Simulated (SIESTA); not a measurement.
The system is BeTe.

```
CELL_PARAMETERS angstrom
0.00000 2.77000 2.77000
2.77000 0.00000 2.77000
2.77000 2.77000 0.00000
ATOMIC_POSITIONS crystal
Te 0.75000 0.75000 0.75000
Be 0.00000 0.00000 0.00000
```

Base run:

- Program: SIESTA 5.4.2
- Functional: PBEsol
- Potentials or basis: PseudoDojo 0.4 standard (PBEsol files)
- Basis: DZP (energy shift 0.003 Ry; two zetas on semicore shells)
- Grid cutoff: 800 Ry
- Energy shift: 0.003 Ry
- k mesh: 8 × 8 × 8
- Occupations: fermi-dirac, width 0.05 eV
- Spin: no spin polarisation

Its results: band gap on the k mesh 1.83 eV, indirect (least direct gap 3.56 eV); pressure 2.5 GPa.

Q: The run is repeated on the same cell with these changes: functional from PBEsol to AM05. What comes out?

A: Band gap on the k mesh 1.89 eV, indirect (least direct gap 3.57 eV); pressure 2.8 GPa.

Caveats: short orbitals over semicore shells can move pressures by several GPa; spin-orbit coupling is left out, which moves the levels of the heavy elements; the basis of atomic orbitals isn't converged, which shifts pressures, moduli and gaps; the potentials were made for another functional, which shifts forces and pressure (some runs).
